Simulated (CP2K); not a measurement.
# CuO (Cccm) in CP2K: a series of runs

One crystal, CuO, is run at these levels: PBEsol, LDA; tasks: band structure.

Everything below comes from runs of CP2K 2026.2. Logs are shortened: lines on timing, memory, paths and dates and some standing lists are left out, and cuts for length are marked.

### 1 The crystal as given

The structure is orthorhombic, space group Cccm (No. 66). The conventional cell has a = 3.982 Å, b = 4.307 Å, c = 5.156 Å, α = 90.00°, β = 90.00°, γ = 90.00°. Around Cu (site symmetry 2/m) lie 4 O at 1.95 Å. O (site symmetry 222) is surrounded by 4 Cu at 1.95 Å.

Measurements of this composition are mostly on another form, of space group No. 15.

### 2 Band structure, PBEsol

The input, cuo_bands.inp:

```
&GLOBAL
  PROJECT cuo_bands
  RUN_TYPE ENERGY_FORCE
  PRINT_LEVEL LOW
&END GLOBAL
&FORCE_EVAL
  METHOD QS
  STRESS_TENSOR ANALYTICAL
  &DFT
    BASIS_SET_FILE_NAME BASIS_MOLOPT_UZH
    POTENTIAL_FILE_NAME POTENTIAL_UZH
    &MGRID
      CUTOFF 600
      REL_CUTOFF 60
      NGRIDS 5
    &END MGRID
    &QS
      METHOD GPW
      EPS_DEFAULT 1.0E-10
    &END QS
    &KPOINTS
      SCHEME MONKHORST-PACK 9 9 5
      GAMMA_CENTERED T
      SYMMETRY T
      SYMMETRY_BACKEND SPGLIB
    &END KPOINTS
    &SCF
      SCF_GUESS ATOMIC
      EPS_SCF 1.0E-6
      MAX_SCF 100
      ADDED_MOS 20
      CHOLESKY OFF
      EPS_EIGVAL 1.0E-7
      &DIAGONALIZATION ON
        ALGORITHM STANDARD
      &END DIAGONALIZATION
      &MIXING ON
        METHOD BROYDEN_MIXING
        ALPHA 0.4
        BETA 1.5
        NBUFFER 8
      &END MIXING
      &SMEAR ON
        METHOD FERMI_DIRAC
        ELECTRONIC_TEMPERATURE 580.23
      &END SMEAR
    &END SCF
    &XC
      &XC_FUNCTIONAL
        &GGA_X_PBE_SOL
        &END GGA_X_PBE_SOL
        &GGA_C_PBE_SOL
        &END GGA_C_PBE_SOL
      &END XC_FUNCTIONAL
    &END XC
    &PRINT
      &KPOINTS ON
      &END KPOINTS
      &MULLIKEN ON
      &END MULLIKEN
      &MO ON
        ENERGIES T
        OCCUPATION_NUMBERS T
        &EACH
          QS_SCF 0
        &END EACH
        ADD_LAST NUMERIC
      &END MO
      &BAND_STRUCTURE
        FILE_NAME bands.bs
        ADDED_MOS 4
        &KPOINT_SET
          UNITS B_VECTOR
          NPOINTS 10
          SPECIAL_POINT GAMMA 0.00000000 0.00000000 0.00000000
          SPECIAL_POINT X 0.46367743 0.46367743 0.00000000
          SPECIAL_POINT S 0.00000000 0.50000000 0.00000000
          SPECIAL_POINT R 0.00000000 0.50000000 0.50000000
          SPECIAL_POINT A 0.46367743 0.46367743 0.50000000
          SPECIAL_POINT Z 0.00000000 0.00000000 0.50000000
          SPECIAL_POINT GAMMA 0.00000000 0.00000000 0.00000000
          SPECIAL_POINT Y -0.50000000 0.50000000 0.00000000
          SPECIAL_POINT X1 -0.46367743 0.53632257 0.00000000
          SPECIAL_POINT A1 -0.46367743 0.53632257 0.50000000
          SPECIAL_POINT T -0.50000000 0.50000000 0.50000000
          SPECIAL_POINT Y -0.50000000 0.50000000 0.00000000
        &END KPOINT_SET
        &KPOINT_SET
          UNITS B_VECTOR
          NPOINTS 10
          SPECIAL_POINT Z 0.00000000 0.00000000 0.50000000
          SPECIAL_POINT T -0.50000000 0.50000000 0.50000000
        &END KPOINT_SET
      &END BAND_STRUCTURE
    &END PRINT
  &END DFT
  &SUBSYS
    &CELL
      A 2.9328708085 0.0000000000 0.0000000000
      B -0.2297489625 2.9238581692 0.0000000000
      C 0.0000000000 0.0000000000 5.1559280000
      PERIODIC XYZ
    &END CELL
    &COORD
      SCALED
      Cu  0.5000000000 0.0000000000 0.0000000000
      Cu  0.0000000000 0.5000000000 0.5000000000
      O   0.5000000000 0.5000000000 0.2500000000
      O   0.5000000000 0.5000000000 0.7500000000
    &END COORD
    &KIND Cu
      BASIS_SET TZVP-MOLOPT-PBE-GTH-q11
      POTENTIAL GTH-PBE-q11
    &END KIND
    &KIND O
      BASIS_SET TZVP-MOLOPT-PBE-GTH-q6
      POTENTIAL GTH-PBE-q6
    &END KIND
    &PRINT
      &ATOMIC_COORDINATES ON
      &END ATOMIC_COORDINATES
      &CELL ON
      &END CELL
      &SYMMETRY ON
      &END SYMMETRY
    &END PRINT
  &END SUBSYS
  &PRINT
    &FORCES ON
    &END FORCES
    &STRESS_TENSOR ON
    &END STRESS_TENSOR
  &END PRINT
&END FORCE_EVAL
```

Potentials or basis: POTENTIAL_UZH Cu GTH-PBE-q11, O GTH-PBE-q6; TZVP-MOLOPT-PBE-GTH basis.

The run is started by

```
> OMP_NUM_THREADS=1 mpirun -n 3 cp2k.psmp -i cuo_bands.inp -o cuo_bands.out
```

cuo_bands.out:

```text

 CP2K| version string:                                       CP2K version 2026.2
 CP2K| Input file name                                             cuo_bands.inp

 GLOBAL| Force Environment number                                              1
 GLOBAL| Basis set file name                                    BASIS_MOLOPT_UZH
 GLOBAL| Potential file name                                       POTENTIAL_UZH
 GLOBAL| MM Potential file name                                     MM_POTENTIAL
 GLOBAL| Coordinate file name                                      __STD_INPUT__
 GLOBAL| Method name                                                        CP2K
 GLOBAL| Project name                                                  cuo_bands
 GLOBAL| Run type                                                   ENERGY_FORCE
 GLOBAL| FFT library                                                       FFTW3
 GLOBAL| Diagonalization library                                       ScaLAPACK
 GLOBAL| Cholesky decomposition library                                ScaLAPACK
 GLOBAL| DGEMM library                                                      BLAS
 GLOBAL| Direct generalized diagonalization requested                          F
 GLOBAL| Matrix multiplication library                                 ScaLAPACK
 GLOBAL| Global print level                                                  LOW
 GLOBAL| Total number of message passing processes                             3
 GLOBAL| Number of threads for this process                                    1
 GLOBAL| CPU model name                                                  UNKNOWN

 CELL| Volume [angstrom^3]:                                            44.213620
 CELL| Vector a [angstrom]:       2.933     0.000     0.000   |a| =     2.932871
 CELL| Vector b [angstrom]:      -0.230     2.924     0.000   |b| =     2.932871
 CELL| Vector c [angstrom]:       0.000     0.000     5.156   |c| =     5.155928
 CELL| Angle (b,c), alpha [degree]:                                    90.000000
 CELL| Angle (a,c), beta  [degree]:                                    90.000000
 CELL| Angle (a,b), gamma [degree]:                                    94.492917
 CELL| Numerically orthorhombic:                                              NO
 CELL| Periodicity                                                           XYZ

 CELL_REF| Volume [angstrom^3]:                                        44.213620
 CELL_REF| Vector a [angstrom     2.933     0.000     0.000   |a| =     2.932871
 CELL_REF| Vector b [angstrom    -0.230     2.924     0.000   |b| =     2.932871
 CELL_REF| Vector c [angstrom     0.000     0.000     5.156   |c| =     5.155928
 CELL_REF| Angle (b,c), alpha [degree]:                                90.000000
 CELL_REF| Angle (a,c), beta  [degree]:                                90.000000
 CELL_REF| Angle (a,b), gamma [degree]:                                94.492917
 CELL_REF| Numerically orthorhombic:                                          NO
 CELL_REF| Periodicity                                                       XYZ
[... 9 lines left out ...]
 TOTAL NUMBERS AND MAXIMUM NUMBERS

  Total number of            - Atomic kinds:                                   2
                             - Atoms:                                          4
                             - Shell sets:                                     4
                             - Shells:                                        34
                             - Primitive Cartesian functions:                 22
                             - Cartesian basis functions:                    116
                             - Spherical basis functions:                    102

  Maximum angular momentum of- Orbital basis functions:                        3
                             - Local part of the GTH pseudopotential:          2
                             - Non-local part of the GTH pseudopotential:      4

 MODULE QUICKSTEP: ATOMIC COORDINATES IN ANGSTROM

   Atom Kind Element         X             Y             Z       Z(eff)     Mass
      1    1 Cu   29      1.466435      0.000000      0.000000  11.0000  63.5460
      2    1 Cu   29     -0.114874      1.461929      2.577964  11.0000  63.5460
      3    2 O     8      1.351561      1.461929      1.288982   6.0000  15.9994
      4    2 O     8      1.351561      1.461929      3.866946   6.0000  15.9994

 Crystal Symmetry Information
       International Symbol:                                                Cccm
       Point Group Symbol:                                                   mmm
       Schoenflies Symbol:                                                D2h^20
       Number of Symmetry Operations:                                          8

 SCF PARAMETERS         Density guess:                                    ATOMIC
                        --------------------------------------------------------
[... 82 lines left out ...]
 Number of molecular orbitals:                                                37

 Number of orbital functions:                                                102
 Number of independent orbital functions:                                    102

 SCF WAVEFUNCTION OPTIMIZATION

  Step     Update method      Time    Convergence         Total energy    Change
  ------------------------------------------------------------------------------
     1 NoMix/Diag. 0.40E+00    6.1     1.51252480      -127.2950552994 -1.27E+02
     2 Broy./Diag. 0.40E+00    5.1     0.09290147      -124.6722344326  2.62E+00
     3 Broy./Diag. 0.40E+00    5.1     0.04356339      -126.4776423997 -1.81E+00
     4 Broy./Diag. 0.40E+00    5.1     0.00527808      -127.2981904291 -8.21E-01
     5 Broy./Diag. 0.40E+00    5.2     0.00659077      -127.2584951801  3.97E-02
     6 Broy./Diag. 0.40E+00    5.2     0.00297787      -127.2274028587  3.11E-02
     7 Broy./Diag. 0.40E+00    5.2     0.00113419      -127.2554923178 -2.81E-02
     8 Broy./Diag. 0.40E+00    5.2     0.00056927      -127.2627600050 -7.27E-03
     9 Broy./Diag. 0.40E+00    5.2     0.00007064      -127.2635156596 -7.56E-04
    10 Broy./Diag. 0.40E+00    5.2     0.00009453      -127.2635108993  4.76E-06
    11 Broy./Diag. 0.40E+00    5.1     0.00001740      -127.2635522860 -4.14E-05
    12 Broy./Diag. 0.40E+00    5.2     0.00002293      -127.2635000566  5.22E-05
    13 Broy./Diag. 0.40E+00    5.3     0.00000222      -127.2634941023  5.95E-06
    14 Broy./Diag. 0.40E+00    5.1     0.00000141      -127.2634961255 -2.02E-06
    15 Broy./Diag. 0.40E+00    6.4     0.00000035      -127.2634925386  3.59E-06

  *** SCF run converged in    15 steps ***

  Electronic density on regular grids:        -33.9999999680        0.0000000320
  Core density on regular grids:               33.9999999972       -0.0000000028
  Total charge density on r-space grids:        0.0000000292
  Total charge density g-space grids:           0.0000000292

  Overlap energy of the core charge distribution:               0.00000003230165
  Self energy of the core charge distribution:               -212.41984136823689
  Core Hamiltonian energy:                                     67.59742510582740
  Hartree energy:                                              39.52122705821455
  Exchange-correlation energy:                                -21.96161877104131
  Electronic entropic energy:                                  -0.00068459571379
  Fermi energy:                                                 0.18119314569665

  Total energy:                                              -127.26349253859703
  Total energy (extrapolated to T->0):                       -127.26315024074015

 MO| EIGENVALUES AND OCCUPATION NUMBERS FOR K POINT 1
 MO|
 MO|  Index      Eigenvalue [a.u.]        Eigenvalue [eV]             Occupation
 MO|      1              -0.504256             -13.721497               2.000000
 MO|      2              -0.498163             -13.555718               2.000000
 MO|      3              -0.052687              -1.433687               2.000000
 MO|      4              -0.043280              -1.177698               2.000000
 MO|      5              -0.033148              -0.902012               2.000000
 MO|      6              -0.032111              -0.873772               2.000000
[... 588 lines left out ...]
 MO|     36               1.232932              33.549786               0.000000
 MO|     37               1.276987              34.748592               0.000000
 MO| Sum:                                                              32.697763
 MO| E(Fermi):            0.181193 a.u.          4.930516 eV

 [... the levels of further k-points ...]

 !-----------------------------------------------------------------------------!
                     Mulliken Population Analysis

 #  Atom  Element  Kind  Atomic population                           Net charge
       1     Cu       1         10.240183                              0.759817
       2     Cu       1         10.240144                              0.759856
       3     O        2          6.759839                             -0.759839
       4     O        2          6.759834                             -0.759834
 # Total charge                             34.000000                  0.000000

 !-----------------------------------------------------------------------------!

 KPOINTS| Band Structure Calculation
 KPOINTS| Number of k-point sets                                               2
 KPOINTS| Number of added MOs/bands                                            4
 KPOINTS| Number of k-points in set    1                                     111
 KPOINTS| In units of b-vector [2pi/Bohr]
 KPOINTS| Special point     1       GAMMA     0.000000     0.000000     0.000000
 KPOINTS| Special point     2           X     0.463677     0.463677     0.000000
 KPOINTS| Special point     3           S     0.000000     0.500000     0.000000
 KPOINTS| Special point     4           R     0.000000     0.500000     0.500000
 KPOINTS| Special point     5           A     0.463677     0.463677     0.500000
 KPOINTS| Special point     6           Z     0.000000     0.000000     0.500000
 KPOINTS| Special point     7       GAMMA     0.000000     0.000000     0.000000
 KPOINTS| Special point     8           Y    -0.500000     0.500000     0.000000
 KPOINTS| Special point     9          X1    -0.463677     0.536323     0.000000
 KPOINTS| Special point    10          A1    -0.463677     0.536323     0.500000
 KPOINTS| Special point    11           T    -0.500000     0.500000     0.500000
 KPOINTS| Special point    12           Y    -0.500000     0.500000     0.000000
 KPOINTS| Number of k-points in set    2                                      11
 KPOINTS| In units of b-vector [2pi/Bohr]
 KPOINTS| Special point     1           Z     0.000000     0.000000     0.500000
 KPOINTS| Special point     2           T    -0.500000     0.500000     0.500000

 ENERGY| Total FORCE_EVAL ( QS ) energy [hartree]           -127.263491718956260

 FORCES| Atomic forces [hartree/bohr]
 FORCES|   Atom     x               y               z               |f|
 FORCES|      1 -2.60004529E-14  2.84059056E-15  2.24915741E-10   2.24915742E-10
 FORCES|      2 -2.63309759E-15 -5.51381812E-18  1.97131582E-09   1.97131582E-09
 FORCES|      3 -1.72346793E-15 -6.78812367E-15  9.46881934E-04   9.46881934E-04
 FORCES|      4 -2.18526020E-15 -6.18550788E-15 -9.46884121E-04   9.46884121E-04
 FORCES| Sum    -3.25422786E-14 -1.01385548E-14  9.45581601E-12
 FORCES| Total atomic force                                       9.45587745E-12

 STRESS| Analytical stress tensor [bar]
 STRESS|                        x                   y                   z
 STRESS|      x       -2.51143411107E+04   7.20808010131E+03  -4.98772239129E-09
 STRESS|      y        7.20808010131E+03  -2.39733602726E+04   1.94161294113E-09
 STRESS|      z       -4.98772239129E-09   1.94161294113E-09  -3.40882776714E+04
 STRESS| 1/3 Trace                                            -2.77253263516E+04
 STRESS| Determinant                                          -1.87525999765E+13

 STRESS| Eigenvectors and eigenvalues of the analytical stress tensor [bar]
 STRESS|                        1                   2                   3
 STRESS| Eigenvalues  -3.40882776714E+04  -3.17744715547E+04  -1.73132298286E+04
 STRESS|      x           0.000000000002      0.734472337828      0.678638626196
 STRESS|      y          -0.000000000001     -0.678638626196      0.734472337828
 STRESS|      z           1.000000000000     -0.000000000002     -0.000000000000
```

It took 96 s on 3 MPI ranks of Arm Neoverse V1, shared host.

Results:

* Free energy: -3463.0157 eV
* Pressure: -2.8 GPa
* Largest force: 0.049 eV/Å
* Band gap on the k mesh: none (metal or under the smearing width)
* Mulliken charges: Cu +0.76; O -0.76 e

Forces on the atoms (eV/Å):
```
Cu   0.000  0.000  0.000
Cu   0.000  0.000  0.000
O    0.000  0.000  0.049
O    0.000  0.000 -0.049
```

Stress tensor (GPa, compression positive):
```
-2.51  0.72  0.00
 0.72 -2.40  0.00
 0.00  0.00 -3.41
```

Levels at the corners of the path, in eV from the Fermi level:
```csv
point,band 15,band 16,band 17,band 18,band 19,band 20
Γ,-2.30,-2.05,0.63,0.82,1.23,5.83
X,-1.55,-1.12,-1.10,1.16,2.11,6.80
S,-1.53,-1.43,0.24,0.49,3.43,5.80
R,-2.01,-1.67,-0.13,0.72,4.12,5.77
A,-1.28,-1.28,-0.47,-0.47,3.91,3.91
Z,-1.54,-1.54,0.14,0.14,3.33,3.33
Γ,-2.30,-2.05,0.63,0.82,1.23,5.83
Y,-1.58,-1.08,-1.03,1.18,1.94,7.01
X1,-1.55,-1.12,-1.10,1.16,2.11,6.80
A1,-1.28,-1.28,-0.47,-0.47,3.91,3.91
T,-1.25,-1.25,-0.49,-0.49,3.86,3.86
Y,-1.58,-1.08,-1.03,1.18,1.94,7.01
Z,-1.54,-1.54,0.14,0.14,3.33,3.33
T,-1.25,-1.25,-0.49,-0.49,3.86,3.86
```

Caveat: Mulliken charges move with the basis; the potentials were made for another functional, which shifts forces and pressure; the basis of atomic orbitals isn't converged, which shifts pressures, moduli and gaps; the run has no spin polarisation, though such a crystal can be magnetic; semilocal functionals often make such compounds metallic where correlation or magnetic order opens a gap, which also shifts bond lengths. With open d or f shells a metallic result of PBEsol can be an artefact of self-interaction; +U or a hybrid may open a gap.

### 3 Band structure, LDA

Changes to cuo_bands.inp since step 2:

```diff
@@ -10,3 +10,3 @@
     BASIS_SET_FILE_NAME BASIS_MOLOPT_UZH
-    POTENTIAL_FILE_NAME POTENTIAL_UZH
+    POTENTIAL_FILE_NAME GTH_POTENTIALS
     &MGRID
@@ -44,3 +44,3 @@
         METHOD FERMI_DIRAC
-        ELECTRONIC_TEMPERATURE 580.23
+        ELECTRONIC_TEMPERATURE [K] 580.226
       &END SMEAR
@@ -49,6 +49,6 @@
       &XC_FUNCTIONAL
-        &GGA_X_PBE_SOL
-        &END GGA_X_PBE_SOL
-        &GGA_C_PBE_SOL
-        &END GGA_C_PBE_SOL
+        &LDA_X
+        &END LDA_X
+        &LDA_C_PW
+        &END LDA_C_PW
       &END XC_FUNCTIONAL
@@ -73,3 +73,3 @@
           UNITS B_VECTOR
-          NPOINTS 10
+          NPOINTS 6
           SPECIAL_POINT GAMMA 0.00000000 0.00000000 0.00000000
@@ -89,3 +89,3 @@
           UNITS B_VECTOR
-          NPOINTS 10
+          NPOINTS 6
           SPECIAL_POINT Z 0.00000000 0.00000000 0.50000000
@@ -112,3 +112,3 @@
       BASIS_SET TZVP-MOLOPT-PBE-GTH-q11
-      POTENTIAL GTH-PBE-q11
+      POTENTIAL GTH-PADE-q11
     &END KIND
@@ -116,3 +116,3 @@
       BASIS_SET TZVP-MOLOPT-PBE-GTH-q6
-      POTENTIAL GTH-PBE-q6
+      POTENTIAL GTH-PADE-q6
     &END KIND
```

Potentials or basis: GTH_POTENTIALS Cu GTH-PADE-q11, O GTH-PADE-q6; TZVP-MOLOPT-PBE-GTH basis.

The run is started by

```
> OMP_NUM_THREADS=1 mpirun -n 3 cp2k.psmp -i cuo_bands.inp -o cuo_bands.out
```

Wall time 93 s (3 MPI ranks of Arm Neoverse V1, shared host).

Results (log left out):

| Item | Value |
| --- | --- |
| Free energy | -3487.7392 eV |
| Pressure | -9.1 GPa |
| Largest force | 0.009 eV/Å |
| Band gap on the k mesh | none (metal or under the smearing width) |
| Mulliken charges | Cu +0.80; O -0.80 e |

Forces on the atoms (eV/Å):
```
Cu   0.000  0.000  0.000
Cu   0.000  0.000  0.000
O    0.000  0.000  0.009
O    0.000  0.000 -0.009
```

Stress tensor (GPa, compression positive):
```
 -8.33   0.95   0.00
  0.95  -8.18   0.00
  0.00   0.00 -10.86
```

Levels at the corners of the path, in eV from the Fermi level:
| point | band 15 | band 16 | band 17 | band 18 | band 19 | band 20 |
| --- | --- | --- | --- | --- | --- | --- |
| Γ | -2.33 | -2.03 | 0.63 | 0.82 | 1.43 | 6.12 |
| X | -1.63 | -1.13 | -1.12 | 1.16 | 2.35 | 7.03 |
| S | -1.49 | -1.47 | 0.25 | 0.50 | 3.65 | 5.94 |
| R | -2.00 | -1.73 | -0.13 | 0.72 | 4.33 | 5.91 |
| A | -1.31 | -1.31 | -0.49 | -0.49 | 4.14 | 4.14 |
| Z | -1.52 | -1.52 | 0.13 | 0.13 | 3.52 | 3.52 |
| Γ | -2.33 | -2.03 | 0.63 | 0.82 | 1.43 | 6.12 |
| Y | -1.66 | -1.11 | -1.04 | 1.18 | 2.19 | 7.25 |
| X1 | -1.63 | -1.13 | -1.12 | 1.16 | 2.35 | 7.03 |
| A1 | -1.31 | -1.31 | -0.49 | -0.49 | 4.14 | 4.14 |
| T | -1.29 | -1.29 | -0.51 | -0.51 | 4.09 | 4.09 |
| Y | -1.66 | -1.11 | -1.04 | 1.18 | 2.19 | 7.25 |
| Z | -1.52 | -1.52 | 0.13 | 0.13 | 3.52 | 3.52 |
| T | -1.29 | -1.29 | -0.51 | -0.51 | 4.09 | 4.09 |

Caveat: Mulliken charges move with the basis; the basis of atomic orbitals isn't converged, which shifts pressures, moduli and gaps; the run has no spin polarisation, though such a crystal can be magnetic; semilocal functionals often make such compounds metallic where correlation or magnetic order opens a gap, which also shifts bond lengths. With open d or f shells a metallic result of LDA can be an artefact of self-interaction; +U or a hybrid may open a gap.
